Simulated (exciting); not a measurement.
A run of exciting (release sodium):

File input.xml:

```xml
<input>
  <title>Rh</title>
  <structure speciespath="./" tshift="false">
    <crystal scale="1">
      <basevect>-0.074330487386 3.558533816652 3.708517599711</basevect>
      <basevect>3.594121139031 0.062003803875 3.572183308450</basevect>
      <basevect>3.637065165213 3.465143551573 0.019059777693</basevect>
    </crystal>
    <species speciesfile="Rh.xml" rmt="2.3">
      <atom coord="0.004767000000 0.003501000000 -0.005820000000"/>
    </species>
  </structure>
  <groundstate do="fromscratch" ngridk="12 12 12" rgkmax="9" gmaxvr="14" lmaxapw="10" lmaxmat="10" lmaxvr="8" xctype="GGA_PBE" stype="Fermi Dirac" swidth="0.00183747" nempty="12" ValenceRelativity="iora*" epsengy="1e-05" epspot="1e-05" maxscl="60" tforce="true" outputlevel="normal"/>
  <properties>
    <chargedensityplot>
      <plot3d>
        <box grid="14 14 14">
          <origin coord="0 0 0"/>
          <point coord="1 0 0"/>
          <point coord="0 1 0"/>
          <point coord="0 0 1"/>
        </box>
      </plot3d>
    </chargedensityplot>
    <elfplot>
      <plot3d>
        <box grid="14 14 14">
          <origin coord="0 0 0"/>
          <point coord="1 0 0"/>
          <point coord="0 1 0"/>
          <point coord="0 0 1"/>
        </box>
      </plot3d>
    </elfplot>
    <exccplot>
      <plot3d>
        <box grid="14 14 14">
          <origin coord="0 0 0"/>
          <point coord="1 0 0"/>
          <point coord="0 1 0"/>
          <point coord="0 0 1"/>
        </box>
      </plot3d>
    </exccplot>
  </properties>
</input>
```

Potentials or basis: all-electron LAPW+lo, shipped species files, valence relativity iora*.

Run with:

```sh
$ OMP_NUM_THREADS=1 exciting_smp
```

Hardware: 1 thread of Arm Neoverse V1, on a shared host.

Task: How long does it take, and how much memory?

Result: It took 9.1 min on 1 thread of Arm Neoverse V1, on a shared host, peak memory 0.11 GiB. Counts: scf iterations 13, plane waves 100.
